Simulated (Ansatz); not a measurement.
Runs of Ansatz 0.2.0 on PbSe (Clausthalite). Symmetry: Fm-3m, No. 225, cubic system. Conventional cell: a = 6.121 Å, b = 6.121 Å, c = 6.121 Å, α = 90.00°, β = 90.00°, γ = 90.00°. Pb (site symmetry m-3m) has 6 Se at 3.06 Å as nearest neighbours. Se (site symmetry m-3m) is surrounded by 6 Pb at 3.06 Å. 

```tsv
task	level	spin	cell	k mesh	cutoff (eV)	smearing	points for each segment of the path	gap on the mesh (eV)	pressure (GPa)	relaxed volume (Å³/atom)
single point	PBE	off	as given	8 × 8 × 8	420	gaussian 0.019 eV	-	0.29	2.4	-
single point	PBE	off	as given	8 × 8 × 8	420	gaussian 0.022 eV	-	0.29	2.4	-
relaxation of cell and atoms	PBE+D4	off	relaxed	8 × 8 × 8	420	fermi-dirac 0.05 eV	-	-	0.0	28.84
band structure	r2SCAN	SOC, no magnetisation	as given	6 × 6 × 6	500	fermi-dirac 0.05 eV	14	0.02	(a)	-
relaxation of cell and atoms	BLYP	off	relaxed	8 × 8 × 8	420	fermi-dirac 0.05 eV	-	(b)	0.0	32.11
```

Alike in all rows: potentials or basis Ansatz PAW.

Q: Fill in the values left out.

A: (a) 1.0; (b) 0.69.

Caveats: spin-orbit coupling is left out, which as a rule narrows the gap of such compounds by several tenths of an eV (some runs); the plane-wave basis is chosen anew once the cell has moved, so the energies of steps on either side of that aren't comparable (some runs); the PAW data sets come from PBE, with cores solved anew for the run's functional, which leaves a small shift of forces and pressure (some runs); the volume moved by +12 % from the deposited cell, more than functionals usually miss (some runs).

A k mesh can miss the band edges, and rows without SOC leave out spin-orbit coupling on Pb, Se.
